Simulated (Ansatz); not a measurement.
Run this with Ansatz 0.2.0, Python API and show what comes out.

The script, `wannier_zrse2.py`:
```python
'''Localising the top valence bands of ZrSe2.'''

from pathlib import Path
import warnings

import ansatz as az
import tomllib


def main() -> None:
    warnings.simplefilter('ignore', az.DeckWarning)

    structure = (
        az.Lattice.from_parameters(3.798, 3.798, 6.192, alpha=90.0, beta=90.0, gamma=120.0)
        .atom('Zr', (0.0, 0.0, 0.0))
        .atom('Se', (1 / 3, 2 / 3, 0.25))
        .atom('Se', (2 / 3, 1 / 3, 0.75))
    )

    calculation = (
        structure.calculation()
        .basis(450)
        .kpoints(6, 6, 4, center='gamma')
        .occupations('fixed')
        .wannier(mesh=(6, 6, 2), projections=[az.TrialShell('Se', 'p')], minimise=True)
    )
    res = calculation.run(threads=1, runs_dir='w90')
    spreads = tomllib.loads(Path(res.output_folder, 'results', 'wannier.spreads.toml').read_text())
    print('converged:', spreads['converged'], 'in', spreads['n_iter'], 'steps; least projectability', round(spreads['least_projectability'], 3))
    print('invariant, diagonal, off-diagonal spread (A^2):', *(round(spreads[k], 4) for k in ('omega_i_ang2', 'omega_d_ang2', 'omega_od_ang2')))
    for function in spreads['wannier']:
        print('centre', [round(v, 3) for v in function['r']], 'spread', round(function['spread'], 4))


if __name__ == '__main__':
    main()
```

`python wannier_zrse2.py` gives:
```text
converged: True in 40 steps; least projectability 0.704
invariant, diagonal, off-diagonal spread (A^2): 15.5063 0.0448 0.6985
centre [0.011, 2.196, 1.276] spread 2.6128
centre [1.91, 1.093, 4.916] spread 2.6128
centre [-0.051, 2.248, 1.241] spread 2.7558
centre [1.848, 1.041, 4.951] spread 2.7558
centre [1.937, 1.156, 4.952] spread 2.7562
centre [0.038, 2.133, 1.24] spread 2.7562
```

Spin is left out of this run. Of the deposited cell: the entry's cell lengths or inner coordinates differ somewhat from later room-temperature determinations. No functional is typed, so the default, PBE, holds. The structure is a deposited one; some such entries were measured under pressure or heat, so a shift against it needn't be the functional's error alone. Timing: 3.2 s on 1 thread of Intel(R) Xeon(R) 6975P-C (Granite Rapids), on a shared host, peak memory 0.43 GiB.
